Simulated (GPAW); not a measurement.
Runs of GPAW 26.7.0 on CdTe. Symmetry: F-43m, No. 216, cubic system. Conventional cell: a = 6.410 Å, b = 6.410 Å, c = 6.410 Å, α = 90.00°, β = 90.00°, γ = 90.00°. Around Te (site symmetry -43m) lie 4 Cd at 2.78 Å. Cd (site symmetry -43m) is surrounded by 4 Te at 2.78 Å. 

```tsv
task	level	potentials or basis	smearing	maxiter	convergence	response ecut	response k mesh	response bands	gap on the mesh (eV)
single point	PBE	GPAW PAW data sets (gpaw-data 1.2.1), pw	fermi-dirac 0.05 eV	120	default	-	-	-	0.87
dielectric tensor	RPBE	the program's PAW data sets (release 1.2.1) made for this functional, pw	fermi-dirac 0.001 eV	150	-	80 eV	18 × 18 × 18	29	1.02
dielectric tensor	AM05	PAW data sets generated in the run's folder for this functional, pw	fermi-dirac 0.001 eV	150	-	80 eV	18 × 18 × 18	29	0.84
dielectric tensor	LDA	the program's PAW data sets (release 1.2.1) made for this functional, pw	fermi-dirac 0.001 eV	150	-	80 eV	18 × 18 × 18	29	(a)
```

Alike in all rows: no spin polarisation; cell as given; k mesh 6 × 6 × 6; cutoff (eV) 450.

Task: Fill in the values left out.

Result: (a) 0.61.

Caveats: spin-orbit coupling is left out, which moves the levels of the heavy elements; the long-wavelength limit can be off by several per cent where d states take part (some runs); the gap is small at this level, which inflates the dielectric constant (some runs).

A k mesh can miss the band edges, and the runs leave out spin-orbit coupling on Cd, Te.
